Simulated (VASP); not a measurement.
Input of a VASP 6.6.1 run:

Contents of INCAR:

```
SYSTEM = MgO
  ALGO = Normal
  BPARAM = 11.95
  CPARAM = 0.0093
  EDIFF = 1E-7
  ENCUT = 520
  ICORELEVEL = 1
  ISIF = 2
  ISMEAR = 0
  IVDW_NL = 2
  LASPH = .TRUE.
  LCHARG = .FALSE.
  LMIXTAU = .TRUE.
  LREAL = .FALSE.
  LUSE_VDW = .TRUE.
  LWAVE = .FALSE.
  METAGGA = R2SCAN
  NBANDS = 11
  NELM = 80
  PREC = Accurate
  SIGMA = 0.03
```

KPOINTS

```
k-points
0
G
  12 12 12
  0 0 0
```

POSCAR

```
MgO                                     
1.0
    0.0000000000      2.0923078922      2.0923078922
    2.0923078922      0.0000000000      2.0923078922
    2.0923078922      2.0923078922      0.0000000000
  Mg              O             
     1     1
Direct
     0.0000000000000000    0.0000000000000000    0.0000000000000000
     0.5000000000000000    0.5000000000000000    0.5000000000000000
```

Contents of KPOINTS_OPT:

```
explicit points
209
Reciprocal
 0.0000000000  0.0000000000  0.0000000000 1
 0.0263157895  0.0000000000  0.0263157895 1
 0.0526315789  0.0000000000  0.0526315789 1
 0.0789473684  0.0000000000  0.0789473684 1
 0.1052631579  0.0000000000  0.1052631579 1
 0.1315789474  0.0000000000  0.1315789474 1
[... 201 lines left out ...]
 0.4250000000  0.0000000000  0.4250000000 1
 0.4500000000  0.0000000000  0.4500000000 1
```

Potentials or basis: VASP PAW PBE potentials, release 64 (Mg, O).

Command:

```console
$ cat potpaw_PBE.64/Mg/POTCAR potpaw_PBE.64/O/POTCAR > POTCAR
$ mpirun -np 1 vasp_std > vasp.out
```

Estimate the pressure.

0.3 GPa.

Estimate the band gap along the path.

5.76 eV, direct.

Predict the band gap on the k mesh.

5.76 eV, direct.

Levels at the corners of the path, in eV from the valence-band top:
```tsv
point	band 1	band 2	band 3	band 4	band 5	band 6	band 7	band 8
Γ	-18.31	0.00	0.00	0.00	5.76	16.91	16.91	16.91
X	-16.75	-4.20	-1.41	-1.41	10.00	11.25	14.47	20.65
X	-16.75	-4.20	-1.41	-1.41	10.00	11.25	14.47	20.65
W	-16.69	-3.04	-3.04	-1.82	12.79	12.79	13.57	16.89
W	-16.69	-3.04	-3.04	-1.82	12.79	12.79	13.57	16.89
K	-16.73	-3.59	-2.78	-1.20	11.11	13.13	13.81	19.68
K	-16.73	-3.59	-2.78	-1.20	11.11	13.13	13.81	19.68
Γ	-18.31	0.00	0.00	0.00	5.76	16.91	16.91	16.91
Γ	-18.31	0.00	0.00	0.00	5.76	16.91	16.91	16.91
L	-17.00	-4.72	-0.70	-0.70	8.88	14.01	17.60	17.60
L	-17.00	-4.72	-0.70	-0.70	8.88	14.01	17.60	17.60
U	-16.73	-3.59	-2.78	-1.20	11.11	13.13	13.81	19.68
U	-16.73	-3.59	-2.78	-1.20	11.11	13.13	13.81	19.68
W	-16.69	-3.04	-3.04	-1.82	12.79	12.79	13.57	16.89
W	-16.69	-3.04	-3.04	-1.82	12.79	12.79	13.57	16.89
L	-17.00	-4.72	-0.70	-0.70	8.88	14.01	17.60	17.60
L	-17.00	-4.72	-0.70	-0.70	8.88	14.01	17.60	17.60
K	-16.73	-3.59	-2.78	-1.20	11.11	13.13	13.81	19.68
U	-16.73	-3.59	-2.78	-1.20	11.11	13.13	13.81	19.68
X	-16.75	-4.20	-1.41	-1.41	10.00	11.25	14.47	20.65
```

Caveat: the PAW data sets were made with another functional, which shifts forces and pressure a little.

**Measured values to compare with.**

From “Electronic structure of alkaline earth and post-transition metal oxides”, 2009, arxiv:0908.1581, for a bulk crystal of MgO: band gap 7.83 eV.

Against the measured gap of MgO, 7.83 eV (quoted in “Electronic structure of alkaline earth and post-transition metal oxides”, 2009, arxiv:0908.1581), the calculated 5.76 eV is off by -2.07 eV. The value is that of r2SCAN+rVV10, without temperature or zero-point motion.
